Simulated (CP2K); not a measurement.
Runs of CP2K 2026.2 on Ag. Symmetry: Fm-3m, No. 225, cubic system. The conventional cell has a = 4.085 Å, b = 4.085 Å, c = 4.085 Å, α = 90.00°, β = 90.00°, γ = 90.00°. Ag (site symmetry m-3m) has 12 Ag at 2.89 Å as nearest neighbours. 

```csv
level,cutoff of the non-local correlation (Ry),gap on the mesh (eV),pressure (GPa)
PBEsol,-,none,-2.3
r2SCAN,-,none,-3.7
optB88-vdW,300,none,5.5
RPBE,-,none,(b)
WC,-,none,(a)
```

Alike in all rows: task band structure; potentials or basis POTENTIAL_UZH Ag GTH-PBE-q11; TZVP-MOLOPT-PBE-GTH basis; no spin polarisation; cell as given; k mesh 11 × 11 × 11; smearing fermi-dirac 0.05 eV.

Problem. Fill in the values left out.

Solution. (a) -1.3; (b) 7.2.

Caveats: the potentials were made for another functional, which shifts forces and pressure; the basis of atomic orbitals isn't converged, which shifts pressures, moduli and gaps.

A k mesh can miss the band edges, and the runs leave out spin-orbit coupling on Ag.

A gap of «none» marks a metal or a gap under the smearing width.

Runs at the PBE level aren't shown here.
